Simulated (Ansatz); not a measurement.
**SiC: course of a relaxation**

Theory: Ansatz, DFT PBE, scalar-relativistic, plane waves, PAW. Run with 420 eV cutoff, 12×12×6 k-mesh, Gaussian smearing of 0.02 eV, no spin polarisation.

What was changed: strain along c alone, the other axes held, atoms relaxed: -6.0 %.

Command:

```bash
ansatz run input.yaml --threads 1 --pin off --max-ram 2560MiB --backend cpu --events-out ev --progress --plain --runs-dir out
```

Input:

```yaml
crystal:
  lattice:
    - [3.0919365178, 0.0, 0.0]
    - [-1.5459682589, 2.6776955713, 0.0]
    - [0.0, 0.0, 4.7698347516]
  atoms:
    - { symbol: Si, position: [0.3333333333, 0.6666666667, 0.4969018196] }
    - { symbol: Si, position: [0.6666666667, 0.3333333333, 0.9969018196] }
    - { symbol: C, position: [0.3333333333, 0.6666666667, 0.8780981804] }
    - { symbol: C, position: [0.6666666667, 0.3333333333, 0.3780981804] }
basis:
  ecutwfc: 420
kpoints:
  mp_grid: { grid: [12, 12, 6] }
hamiltonian:
  xc: pbe
scf:
  occupations: { method: gaussian, width: 0.02 }
output:
  forces: true
  stress: true
  eigenvalues: true
relax:
  adjacent_minimum: "off"
  f_tol: 0.008
  max_steps: 40
```

F is the free energy.

Steps:

```tsv
step	F − F(1) (eV)	largest force component (eV/Å)
1	0.0000	0.401
2	-0.0043	0.255
3	-0.0073	0.010
4	-0.0073	0.010
5	-0.0073	0.000
```

Relaxed structure:

```yaml
crystal:
  lattice:
    - [3.09194, 0.00000, 0.00000]
    - [-1.54597, 2.67770, 0.00000]
    - [0.00000, 0.00000, 4.76983]
  atoms:
    - { symbol: Si, position: [0.33333, 0.66667, 0.49496] }
    - { symbol: Si, position: [0.66667, 0.33333, 0.99496] }
    - { symbol: C, position: [0.33333, 0.66667, 0.88004] }
    - { symbol: C, position: [0.66667, 0.33333, 0.38004] }
```

It takes space group P6_3mc (No. 186, hexagonal). Conventional cell: a = 3.092 Å, b = 3.092 Å, c = 4.770 Å, α = 90.00°, β = 90.00°, γ = 120.00°. Around Si (site symmetry 3m) lie 4 C at 1.84 to 1.87 Å. Around C (site symmetry 3m) lie 4 Si at 1.84 to 1.87 Å.

The run converged. The run took 9.5 s on 1 thread of Intel(R) Xeon(R) 6975P-C (Granite Rapids), with other jobs on the host, peak memory 0.37 GiB.